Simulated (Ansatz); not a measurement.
Input of an Ansatz 0.2.0 run:

input.yaml

```yaml
crystal:
  lattice:
    - [0.0, 2.3810671667, 2.3810671667]
    - [2.3810671667, 0.0, 2.3810671667]
    - [2.3810671667, 2.3810671667, 0.0]
  atoms:
    - { symbol: Mg, position: [0.0, 0.0, 0.0] }
    - { symbol: H, position: [0.25, 0.25, 0.25] }
    - { symbol: H, position: [0.75, 0.75, 0.75] }
hamiltonian:
  xc: pbesol
  pseudopotentials: { kind: paw }
kpoints:
  mp_grid: { grid: [10, 10, 10] }
scf:
  occupations: { method: fermi_dirac, width: 0.05 }
output:
  forces: true
  stress: true
  eigenvalues: true
relax:
  f_tol: 0.01
  max_steps: 40
  cell: { stress_tol: 0.05, p_target: 30.0 }
```

Potentials or basis: Ansatz PAW.

Run with:

```bash
$ ansatz run input.yaml --threads 2 --pin off --max-ram 5632MiB --backend cpu --events-out ev --progress --plain --runs-dir out
```

Question: Predict the space group after relaxing (to 0.05 Å).

Answer: Fm-3m (No. 225).

Question: What does it give for the band gap on the k mesh?

Answer: None (metal or under the smearing width).

The path:
```tsv
step	energy change (eV)	largest force (eV/Å)	volume (Å³)
1	0.0000	0.0000	27.00
2	0.0825	0.0000	23.24
3	0.4638	0.0000	19.85
4	0.5027	0.0000	19.63
5	0.4998	0.0000	19.65
6	0.5032	0.0000	19.65
7	0.5060	0.0000	19.63
8	0.5060	0.0000	19.63
```

Caveat: the volume moved by over 15 % at a fixed basis, so the end points are rough; the plane-wave basis is chosen anew once the cell has moved, so the energies of steps on either side of that aren't comparable; the PAW data sets come from PBE, with cores solved anew for the run's functional, which leaves a small shift of forces and pressure.
